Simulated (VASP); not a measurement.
A run of VASP 6.6.1 is set up as follows.

The input INCAR:

```
SYSTEM = Sr
  PREC = Accurate
  ENCUT = 520
  EDIFF = 1E-6
  ISMEAR = 0
  SIGMA = 0.1
  LREAL = .False.
  LASPH = .True.
  NELM = 100
  ALGO = Fast
  ISIF = 2
  LWAVE = .False.
  LCHARG = .True.
  GGA = PE
  LELF = .True.
  LVHAR = .True.
  NBANDS = 22
```

File KPOINTS:

```
Automatic mesh
0
Gamma
  9 9 10
  0 0 0
```

POSCAR

```
Sr
1.0
    6.8430529182      0.0000000000      0.0000000000
   -3.4215264591      5.9262576666      0.0000000000
    0.0000000000      0.0000000000      4.0895006058
Sr
3
Direct
    0.3333333333      0.6666666667      0.5000000000
    0.0000000000      0.0000000000      0.0000000000
    0.6666666667      0.3333333333      0.5000000000
```

Potentials or basis: VASP PAW PBE potentials, release 64 (Sr_sv).

Run with:

```console
$ cat potpaw_PBE.64/Sr_sv/POTCAR > POTCAR
$ mpirun -np 1 vasp_std > vasp.out
```

Problem. Estimate the band gap on the k mesh.

Solution. None (metal or under the smearing width).

Problem. Predict the pressure.

Solution. 0.0 GPa.
